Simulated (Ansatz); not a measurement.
# Preparing GaN (P6_3mc) as a host crystal, part 2 of 3

Aim: the runs on the perfect crystal GaN (P6_3mc) that a defect calculation needs first.

Ansatz 0.2.0; plane-wave PAW DFT, r2SCAN; relaxation of the host's cell and atoms; PAW set soft_1 (the session's first sound run).

So far. Step 3 (Dielectric tensors of the host): The principal values of the electronic dielectric tensor are 5.83, 5.83 and 6.02. The principal values of the static dielectric tensor are 10.10, 10.10 and 11.19.

## (4) Defect free supercell relaxed in its symmetry

This cell, the one that will hold the defects, is built from the relaxed host. Its coarser k-points can move the atoms a little, so it is relaxed from the symmetric sites, as the reference for the test of stability.

This step: plane-wave PAW DFT, r2SCAN; relaxation of the defect-free supercell in its symmetry; PAW set soft_1 (Ansatz 0.2.0).

System of this step: GaN (P6_3mc). The cell holds 72 atoms: 36 Ga and 36 N. Cell: a = 9.550 Å, b = 9.550 Å, c = 10.368 Å, α = 90.0°, β = 90.0°, γ = 120.0°.

File pristine.symmetric/input.yaml:

```yaml
crystal:
  lattice:
    - [9.5498178172, 0.0, 0.0]
    - [-4.7749089086, 8.2703848312, 0.0]
    - [0.0, 0.0, 10.3676634614]
  atoms:
    - { symbol: Ga, position: [0.2222222222, 0.1111111111, 0.2495531182] }
    - { symbol: Ga, position: [0.1111111111, 0.2222222222, 0.4995531182] }
    - { symbol: "N", position: [0.2222222222, 0.1111111111, 0.4379468818] }
    - { symbol: "N", position: [0.1111111111, 0.2222222222, 0.1879468818] }
    - { symbol: Ga, position: [0.2222222222, 0.1111111111, 0.7495531182] }
    - { symbol: Ga, position: [0.1111111111, 0.2222222222, 0.9995531182] }
    - { symbol: "N", position: [0.2222222222, 0.1111111111, 0.9379468818] }
    - { symbol: "N", position: [0.1111111111, 0.2222222222, 0.6879468818] }
    - { symbol: Ga, position: [0.2222222222, 0.4444444444, 0.2495531182] }
    - { symbol: Ga, position: [0.1111111111, 0.5555555556, 0.4995531182] }
    - { symbol: "N", position: [0.2222222222, 0.4444444444, 0.4379468818] }
    - { symbol: "N", position: [0.1111111111, 0.5555555556, 0.1879468818] }
    - { symbol: Ga, position: [0.2222222222, 0.4444444444, 0.7495531182] }
    - { symbol: Ga, position: [0.1111111111, 0.5555555556, 0.9995531182] }
    - { symbol: "N", position: [0.2222222222, 0.4444444444, 0.9379468818] }
    - { symbol: "N", position: [0.1111111111, 0.5555555556, 0.6879468818] }
    - { symbol: Ga, position: [0.2222222222, 0.7777777778, 0.2495531182] }
    - { symbol: Ga, position: [0.1111111111, 0.8888888889, 0.4995531182] }
    - { symbol: "N", position: [0.2222222222, 0.7777777778, 0.4379468818] }
    - { symbol: "N", position: [0.1111111111, 0.8888888889, 0.1879468818] }
    - { symbol: Ga, position: [0.2222222222, 0.7777777778, 0.7495531182] }
    - { symbol: Ga, position: [0.1111111111, 0.8888888889, 0.9995531182] }
    - { symbol: "N", position: [0.2222222222, 0.7777777778, 0.9379468818] }
    - { symbol: "N", position: [0.1111111111, 0.8888888889, 0.6879468818] }
    - { symbol: Ga, position: [0.5555555556, 0.1111111111, 0.2495531182] }
    - { symbol: Ga, position: [0.4444444444, 0.2222222222, 0.4995531182] }
    - { symbol: "N", position: [0.5555555556, 0.1111111111, 0.4379468818] }
    - { symbol: "N", position: [0.4444444444, 0.2222222222, 0.1879468818] }
    - { symbol: Ga, position: [0.5555555556, 0.1111111111, 0.7495531182] }
    - { symbol: Ga, position: [0.4444444444, 0.2222222222, 0.9995531182] }
    - { symbol: "N", position: [0.5555555556, 0.1111111111, 0.9379468818] }
    - { symbol: "N", position: [0.4444444444, 0.2222222222, 0.6879468818] }
    - { symbol: Ga, position: [0.5555555556, 0.4444444444, 0.2495531182] }
    - { symbol: Ga, position: [0.4444444444, 0.5555555556, 0.4995531182] }
    - { symbol: "N", position: [0.5555555556, 0.4444444444, 0.4379468818] }
    - { symbol: "N", position: [0.4444444444, 0.5555555556, 0.1879468818] }
    - { symbol: Ga, position: [0.5555555556, 0.4444444444, 0.7495531182] }
    - { symbol: Ga, position: [0.4444444444, 0.5555555556, 0.9995531182] }
    - { symbol: "N", position: [0.5555555556, 0.4444444444, 0.9379468818] }
    - { symbol: "N", position: [0.4444444444, 0.5555555556, 0.6879468818] }
    - { symbol: Ga, position: [0.5555555556, 0.7777777778, 0.2495531182] }
    - { symbol: Ga, position: [0.4444444444, 0.8888888889, 0.4995531182] }
    - { symbol: "N", position: [0.5555555556, 0.7777777778, 0.4379468818] }
    - { symbol: "N", position: [0.4444444444, 0.8888888889, 0.1879468818] }
    - { symbol: Ga, position: [0.5555555556, 0.7777777778, 0.7495531182] }
    - { symbol: Ga, position: [0.4444444444, 0.8888888889, 0.9995531182] }
    - { symbol: "N", position: [0.5555555556, 0.7777777778, 0.9379468818] }
    - { symbol: "N", position: [0.4444444444, 0.8888888889, 0.6879468818] }
    - { symbol: Ga, position: [0.8888888889, 0.1111111111, 0.2495531182] }
    - { symbol: Ga, position: [0.7777777778, 0.2222222222, 0.4995531182] }
    - { symbol: "N", position: [0.8888888889, 0.1111111111, 0.4379468818] }
    - { symbol: "N", position: [0.7777777778, 0.2222222222, 0.1879468818] }
    - { symbol: Ga, position: [0.8888888889, 0.1111111111, 0.7495531182] }
    - { symbol: Ga, position: [0.7777777778, 0.2222222222, 0.9995531182] }
    - { symbol: "N", position: [0.8888888889, 0.1111111111, 0.9379468818] }
    - { symbol: "N", position: [0.7777777778, 0.2222222222, 0.6879468818] }
    - { symbol: Ga, position: [0.8888888889, 0.4444444444, 0.2495531182] }
    - { symbol: Ga, position: [0.7777777778, 0.5555555556, 0.4995531182] }
    - { symbol: "N", position: [0.8888888889, 0.4444444444, 0.4379468818] }
    - { symbol: "N", position: [0.7777777778, 0.5555555556, 0.1879468818] }
    - { symbol: Ga, position: [0.8888888889, 0.4444444444, 0.7495531182] }
    - { symbol: Ga, position: [0.7777777778, 0.5555555556, 0.9995531182] }
    - { symbol: "N", position: [0.8888888889, 0.4444444444, 0.9379468818] }
    - { symbol: "N", position: [0.7777777778, 0.5555555556, 0.6879468818] }
    - { symbol: Ga, position: [0.8888888889, 0.7777777778, 0.2495531182] }
    - { symbol: Ga, position: [0.7777777778, 0.8888888889, 0.4995531182] }
    - { symbol: "N", position: [0.8888888889, 0.7777777778, 0.4379468818] }
    - { symbol: "N", position: [0.7777777778, 0.8888888889, 0.1879468818] }
    - { symbol: Ga, position: [0.8888888889, 0.7777777778, 0.7495531182] }
    - { symbol: Ga, position: [0.7777777778, 0.8888888889, 0.9995531182] }
    - { symbol: "N", position: [0.8888888889, 0.7777777778, 0.9379468818] }
    - { symbol: "N", position: [0.7777777778, 0.8888888889, 0.6879468818] }
basis:
  ecutwfc: 500
  xc_grid: 2
hamiltonian:
  xc: r2scan
  pseudopotentials: { kind: paw, azcp: { folder: soft_1 } }
kpoints:
  mp_grid: { grid: [1, 1, 1] }
scf:
  occupations: { method: fermi_dirac, width: 0.01 }
  max_iter: 100
  lower_state_search: "off"
output:
  forces: true
relax:
  f_tol: 0.015
  max_steps: 60
  escape_saddle: false
checkpoint:
  write: "../pristine.symmetric.run"
  compress: false
  write_wavefunctions: false
  write_every: 100000
```

Launch:

```console
> ansatz run input.yaml --threads 32 --pin off --max-ram 84787MiB --backend cuda --events-out ev --progress --plain --runs-dir out --max-vram 78GiB
```

Numbers of over 12 decimals in the logs are rounded to 6 here.

Log:

```text
[...]
device memory: the entry about to start is reckoned to put 3.9 GiB on a device that reports 177.6 GiB free (of which the cap on the GPU budget leaves the run 78.0 GiB)
GPU FFT provider: cuFFT
GPU libraries: cuBLAS 13.8.1, cuFFT 12.4.0, cuSOLVER 12.3.2
GPU matrix products: emulated (plane waves: as basis.precision tells), large ones in fixed point in workspaces of 1.00 GiB
Crystal: 72 atoms, lattice volume = 818.845 Å³
Basis set: ecut = 500 eV, 20899 PW (Γ), exchange–correlation on 144×144×160 points (8 copies of the dense FFT grid, shifted against one another)
Bands: 396, of which v1, the nominal top of the filled ones, is band 324 counted from 1 (323 counted from 0)
Symmetry: 216 space group operations
[...]
k-points: 1
[...]
GPU buffer pool allocated for 414720 grid points (all kernels)
GPU transforms: local potential: pruned to the plane-wave sphere, on 72×72×75; band sums: pruned to the plane-wave sphere, on 72×72×80
[...]
SCF iter   1: F=-150310.483914 eV  HF=-150363.777484 eV  |Δ(HF+E_count)|=         —  Δρ=1.19e-1  dr2=9.52e1  dr2_τ=1.11e1  Hψ=1270
[...]
SCF iter   3: F=-150344.687752 eV  HF=-150344.939702 eV  |Δ(HF+E_count)|=    1.48e0  Δρ=1.83e-2  dr2=2.06e0  dr2_τ=1.35e-1  Hψ=336
automatic band count: iteration 3 solves 375 bands in place of 396: the levels show a gap, and the empty bands left out lie too high to hold charge; the band table lists the bands solved (type scf.n_extra_bands for more)
SCF iter   4: F=-150344.882125 eV  HF=-150344.857988 eV  |Δ(HF+E_count)|=   8.17e-2  Δρ=3.39e-3  dr2=6.76e-2  dr2_τ=3.21e-3  Hψ=660
[...]
SCF iter   8: F=-150344.893507 eV  HF=-150344.893506 eV  |Δ(HF+E_count)|=   3.50e-5  Δρ=1.96e-5  dr2=3.16e-6  dr2_τ=8.25e-8  Hψ=1352
SCF 1 converged in 8 iterations: F = -150344.893507 eV  dr2 = 3.16e-6
[...]
relax step   1: F+E_penalty+E_count = -150344.89350704 eV  Δ(F+E_penalty+E_count) = +0.000e0 eV  max|allowed force component| = 1.639e-2 eV/Å  Δτ_max = 0.0000 Å  (8 SCF iters, dr2 threshold 5.63e-6 eV, accepted)
[...]
SCF iter   4: F=-150344.893715 eV  HF=-150344.893715 eV  |Δ(HF+E_count)|=   1.67e-7  Δρ=2.16e-6  dr2=3.38e-8  dr2_τ=1.71e-9  Hψ=1307
SCF 2 converged in 4 iterations: F = -150344.893715 eV  dr2 = 3.38e-8
relax step   2: F+E_penalty+E_count = -150344.89371511 eV  Δ(F+E_penalty+E_count) = -2.081e-4 eV  max|allowed force component| = 1.150e-2 eV/Å  Δτ_max = 0.0002 Å  (4 SCF iters, accepted)
[...]
SCF iter   2: F=-150344.893715 eV  HF=-150344.893715 eV  |Δ(HF+E_count)|=   1.05e-9  Δρ=1.36e-6  dr2=1.35e-8  dr2_τ=2.71e-10  Hψ=1045
SCF 3 converged in 2 iterations: F = -150344.893715 eV  dr2 = 1.35e-8
SCF converged after 2 iterations
Free energy (F): -150344.893715 eV
[...]
Internal energy: -150344.893715 eV  (E = F + TS)
E sigma→0 (E₀):  -150344.893715 eV
Fermi energy:    10.709104 eV
[...]
--- Forces (eV/Å), atoms counted from 1 ---
  atom   1  Ga    -0.00000000    -0.00000000     0.01176025
  atom   2  Ga    -0.00000000     0.00000000     0.01176025
  atom   3  N     -0.00000000     0.00000000    -0.01125823
  atom   4  N      0.00000000     0.00000000    -0.01125823
  atom   5  Ga    -0.00000000     0.00000000     0.01176025
  atom   6  Ga    -0.00000000     0.00000000     0.01176025
  [... 66 more lines of this table ...]
  max |Σ_I F_I| component: 1.81e-2 eV/Å
--- Relaxed structure (2 steps of the walk, 2 accepted, 0 SCFs on fresh bases) ---
  F+E_penalty+E_count = -150344.89371511 eV   max|allowed force component| = 1.150e-2 eV/Å
  atoms:
    - { symbol: Ga, position: [0.222222, 0.111111, 0.249573] }
    - { symbol: Ga, position: [0.111111, 0.222222, 0.499573] }
    - { symbol: N, position: [0.222222, 0.111111, 0.437927] }
    - { symbol: N, position: [0.111111, 0.222222, 0.187927] }
    - { symbol: Ga, position: [0.222222, 0.111111, 0.749573] }
    - { symbol: Ga, position: [0.111111, 0.222222, 0.999573] }
  [... 66 more lines of this table ...]
```

Elapsed: 2.1 s, on 1 × NVIDIA GB200 with 32 threads of Arm Neoverse V2, shared host; peak memory 1.3 GiB; 6.3 s of CPU time.

Hardly anything moved in the relaxation; the energy changed by under 0.2 meV an atom.

## (5) Defect free supercell relaxed from displaced atoms

This step: plane-wave PAW DFT, r2SCAN; relaxation of the defect-free supercell from random displacements, a test of the host's stability; PAW set soft_1 (Ansatz 0.2.0).

pristine.rattled/input.yaml, as its differences from pristine.symmetric/input.yaml of step 4:

```diff
@@ -94,6 +94,6 @@
   f_tol: 0.015
-  max_steps: 60
-  escape_saddle: false
+  max_steps: 120
+  random_displacement: { amplitude: 0.06, seed: 4309 }
 checkpoint:
-  write: "../pristine.symmetric.run"
+  write: "../pristine.rattled.run"
   compress: false
```

Log:

```text
[...]
Crystal: 72 atoms, lattice volume = 818.845 Å³
Basis set: ecut = 500 eV, 20899 PW (Γ), exchange–correlation on 144×144×160 points (8 copies of the dense FFT grid, shifted against one another)
Bands: 396, of which v1, the nominal top of the filled ones, is band 324 counted from 1 (323 counted from 0)
Symmetry: 1 space group operations
k-points: 1
[...]
SCF iter   1: F=-150307.322674 eV  HF=-150361.587730 eV  |Δ(HF+E_count)|=         —  Δρ=1.20e-1  dr2=9.63e1  dr2_τ=1.13e1  Hψ=1281
[...]
SCF iter   4: F=-150342.427307 eV  HF=-150342.407035 eV  |Δ(HF+E_count)|=   7.95e-2  Δρ=3.41e-3  dr2=6.98e-2  dr2_τ=3.55e-3  Hψ=439
[...]
SCF iter   9: F=-150342.439183 eV  HF=-150342.439183 eV  |Δ(HF+E_count)|=   7.15e-7  Δρ=1.48e-5  dr2=1.67e-6  dr2_τ=1.38e-7  Hψ=1355
SCF 1 converged in 9 iterations: F = -150342.439183 eV  dr2 = 1.67e-6
[...]
relax step   1: F+E_penalty+E_count = -150342.43918275 eV  Δ(F+E_penalty+E_count) = +0.000e0 eV  max|allowed force component| = 2.506e0 eV/Å  Δτ_max = 0.0000 Å  (9 SCF iters, dr2 threshold 5.63e-6 eV, accepted)
[...]
relax step   2: F+E_penalty+E_count = -150344.26605425 eV  Δ(F+E_penalty+E_count) = -1.827e0 eV  max|allowed force component| = 1.286e0 eV/Å  Δτ_max = 0.0659 Å  (6 SCF iters, dr2 threshold 1.00e-4 eV, accepted)
relax step   3: F+E_penalty+E_count = -150344.89389747 eV  Δ(F+E_penalty+E_count) = -6.278e-1 eV  max|allowed force component| = 1.096e-2 eV/Å  Δτ_max = 0.0493 Å  (6 SCF iters, dr2 threshold 1.00e-4 eV, accepted)
[...]
SCF iter   1: F=-150344.893897 eV  HF=-150344.893914 eV  |Δ(HF+E_count)|=         —  Δρ=4.79e-5  dr2=1.76e-5  dr2_τ=1.37e-6  Hψ=876
[...]
SCF iter   2: F=-150344.893911 eV  HF=-150344.893910 eV  |Δ(HF+E_count)|=   4.40e-6  Δρ=2.27e-5  dr2=4.71e-6  dr2_τ=2.28e-7  Hψ=650
[...]
SCF iter   4: F=-150344.893912 eV  HF=-150344.893912 eV  |Δ(HF+E_count)|=   8.58e-7  Δρ=2.94e-6  dr2=6.86e-8  dr2_τ=1.03e-8  Hψ=1354
SCF 4 converged in 4 iterations: F = -150344.893912 eV  dr2 = 6.86e-8
relax step   4: F+E_penalty+E_count = -150344.89391163 eV  Δ(F+E_penalty+E_count) = -1.416e-5 eV  max|allowed force component| = 1.088e-2 eV/Å  Δτ_max = 0.0000 Å  (4 SCF iters, accepted)
[...]
SCF iter   1: F=-150344.893912 eV  HF=-150344.893912 eV  |Δ(HF+E_count)|=         —  Δρ=2.94e-6  dr2=6.86e-8  dr2_τ=1.03e-8  Hψ=1564
[...]
SCF iter   2: F=-150344.893912 eV  HF=-150344.893912 eV  |Δ(HF+E_count)|=  4.07e-10  Δρ=1.27e-6  dr2=1.51e-8  dr2_τ=1.07e-9  Hψ=1047
SCF 5 converged in 2 iterations: F = -150344.893912 eV  dr2 = 1.51e-8
SCF converged after 2 iterations
Free energy (F): -150344.893912 eV
[...]
Internal energy: -150344.893912 eV  (E = F + TS)
E sigma→0 (E₀):  -150344.893912 eV
Fermi energy:    10.709441 eV
[...]
--- Forces (eV/Å), atoms counted from 1 ---
  atom   1  Ga    -0.00798929    -0.00621322    -0.00295314
  atom   2  Ga    -0.00468539     0.00046336     0.00001390
  atom   3  N      0.00010390    -0.00077972     0.00312113
  atom   4  N      0.00331489    -0.00030366    -0.00302035
  atom   5  Ga    -0.00153307    -0.00494451     0.00224234
  atom   6  Ga     0.00303773    -0.00375444     0.00683146
  [... 66 more lines of this table ...]
  max |Σ_I F_I| component: 2.00e-2 eV/Å
--- Relaxed structure (4 steps of the walk, 4 accepted, 0 SCFs on fresh bases) ---
  F+E_penalty+E_count = -150344.89391163 eV   max|allowed force component| = 1.088e-2 eV/Å
  atoms:
    - { symbol: Ga, position: [0.221706, 0.110369, 0.250025] }
    - { symbol: Ga, position: [0.110530, 0.221411, 0.500058] }
    - { symbol: N, position: [0.221656, 0.110353, 0.438272] }
    - { symbol: N, position: [0.110517, 0.221437, 0.188283] }
    - { symbol: Ga, position: [0.221667, 0.110408, 0.750041] }
    - { symbol: Ga, position: [0.110473, 0.221448, 0.999967] }
  [... 66 more lines of this table ...]
```

The job ended after 3.2 s (1 × NVIDIA GB200 with 32 threads; peak memory 1.3 GiB).

The steps of the relaxation:

```tsv
step	energy less that of the first step (eV)	largest force component (eV/Å)
1	0.0000	2.5056
2	-1.8269	1.2857
3	-2.4547	0.0110
4	-2.4547	0.0109
```

The relaxation ends 34 meV an atom lower than the displaced start, with a largest force component of 0.011 eV/Å.

## (6) Host on a dense mesh

This step: plane-wave PAW DFT, r2SCAN; single point of the defect-free host, a test of the k-point sampling; PAW set soft_1 (Ansatz 0.2.0).

System of this step: GaN (P6_3mc). Symmetry: P6_3mc, No. 186, hexagonal system. The conventional cell has a = 3.183 Å, b = 3.183 Å, c = 5.184 Å, α = 90.00°, β = 90.00°, γ = 120.00°. Ga has 4 N at 1.95 Å nearest. N has 4 Ga at 1.95 Å nearest. Farther neighbours and most contacts between anions are not listed.

File dense/input.yaml:

```yaml
crystal:
  lattice:
    - [3.1832726057, 0.0, 0.0]
    - [-1.5916363029, 2.7567949437, 0.0]
    - [0.0, 0.0, 5.1838317307]
  atoms:
    - { symbol: Ga, position: [0.6666666667, 0.3333333333, 0.4991062363] }
    - { symbol: Ga, position: [0.3333333333, 0.6666666667, 0.9991062363] }
    - { symbol: "N", position: [0.6666666667, 0.3333333333, 0.8758937637] }
    - { symbol: "N", position: [0.3333333333, 0.6666666667, 0.3758937637] }
basis:
  ecutwfc: 500
  xc_grid: 2
hamiltonian:
  xc: r2scan
  pseudopotentials: { kind: paw, azcp: { folder: soft_1 } }
kpoints:
  mp_grid: { grid: [10, 10, 6] }
scf:
  occupations: { method: fermi_dirac, width: 0.01 }
  max_iter: 100
  lower_state_search: "off"
checkpoint:
  write: "../dense.run"
  compress: false
  write_wavefunctions: false
  write_every: 100000
```

Log:

```text
[...]
GPU FFT provider: cuFFT
GPU libraries: cuBLAS 13.8.1, cuFFT 12.4.0, cuSOLVER 12.3.2
[...]
Crystal: 4 atoms, lattice volume = 45.491 Å³
Basis set: ecut = 500 eV, 1129 PW (Γ), exchange–correlation on 48×48×80 points (8 copies of the dense FFT grid, shifted against one another)
Bands: 22, of which v1, the nominal top of the filled ones, is band 18 counted from 1 (17 counted from 0)
Symmetry: 12 space group operations
[...]
k-points: 56 of 600 (time reversal used)
[...]
GPU buffer pool allocated for 23040 grid points (all kernels)
GPU transforms: local potential and band sums: pruned to the plane-wave sphere, on 24×24×40
[...]
SCF iter   1: F=-8351.002026 eV  HF=-8353.742503 eV  |Δ(HF+E_count)|=         —  Δρ=1.16e-1  dr2=4.96e0  dr2_τ=5.78e-1  Hψ=5135
[...]
SCF iter   9: F=-8352.780591 eV  HF=-8352.780591 eV  |Δ(HF+E_count)|=   5.95e-8  Δρ=5.59e-6  dr2=1.19e-8  dr2_τ=2.03e-10  Hψ=2530
SCF 1 converged in 9 iterations: F = -8352.780591 eV  dr2 = 1.19e-8
[...]
SCF converged after 9 iterations
Free energy (F): -8352.780591 eV
[...]
Internal energy: -8352.780591 eV  (E = F + TS)
E sigma→0 (E₀):  -8352.780591 eV
Fermi energy:    10.649773 eV
[...]
```

Elapsed: 1.7 s, on 1 × NVIDIA GB200 with 32 threads; peak memory 1 GiB; 2.6 s of CPU time.

## (7) Defect free supercell at the zone centre

The supercell is run at the zone centre, to see how far that sampling misses the dense mesh.

System of this step: GaN (P6_3mc). The cell holds 72 atoms: 36 Ga and 36 N. Cell: a = 9.550 Å, b = 9.550 Å, c = 10.368 Å, α = 90.0°, β = 90.0°, γ = 120.0°.

pristine.sampling_gamma/input.yaml, as its differences from pristine.rattled/input.yaml of step 5:

```diff
@@ -90,10 +90,4 @@
   lower_state_search: "off"
-output:
-  forces: true
-relax:
-  f_tol: 0.015
-  max_steps: 120
-  random_displacement: { amplitude: 0.06, seed: 4309 }
 checkpoint:
-  write: "../pristine.rattled.run"
+  write: "../pristine.sampling_gamma.run"
   compress: false
```

Log:

```text
[...]
GPU FFT provider: cuFFT
GPU libraries: cuBLAS 13.8.1, cuFFT 12.4.0, cuSOLVER 12.3.2
[...]
Crystal: 72 atoms, lattice volume = 818.845 Å³
Basis set: ecut = 500 eV, 20899 PW (Γ), exchange–correlation on 144×144×160 points (8 copies of the dense FFT grid, shifted against one another)
Bands: 396, of which v1, the nominal top of the filled ones, is band 324 counted from 1 (323 counted from 0)
Symmetry: 216 space group operations
[...]
k-points: 1
[...]
GPU buffer pool allocated for 414720 grid points (all kernels)
[...]
SCF iter   1: F=-150310.483929 eV  HF=-150363.777484 eV  |Δ(HF+E_count)|=         —  Δρ=1.19e-1  dr2=9.52e1  dr2_τ=1.11e1  Hψ=1270
[...]
SCF iter  10: F=-150344.893507 eV  HF=-150344.893507 eV  |Δ(HF+E_count)|=   6.98e-8  Δρ=6.96e-7  dr2=3.77e-9  dr2_τ=1.96e-10  Hψ=707
SCF 1 converged in 10 iterations: F = -150344.893507 eV  dr2 = 3.77e-9
[...]
SCF converged after 10 iterations
Free energy (F): -150344.893507 eV
[...]
Internal energy: -150344.893507 eV  (E = F + TS)
E sigma→0 (E₀):  -150344.893507 eV
Fermi energy:    10.708950 eV
[...]
```

Run time: 1.2 s. Hardware: 1 × NVIDIA GB200 with 32 threads; peak memory 1.2 GiB.

(Continued in part 3 of 3.)

[Logs are printed without paths, hosts, clocks, repeated set-up lines and the standing remarks that a program may print on its own settings, such as how far it seeks lower states.]

[Hosts, paths, dates, database ids (printed as entryN), source tags and the programs' standing remarks are cut or masked in the printed files.]

[Runs of the host that timed out are not shown.]

[For some hosts the program warned that the k-mesh of the response run may be too coarse for force constants and the static dielectric constant; such warnings are not always shown.]

[The program warned that the k-mesh of a response run behind this text may be too coarse: force constants, and the static dielectric constant and all else formed from them, are not shown converged.]
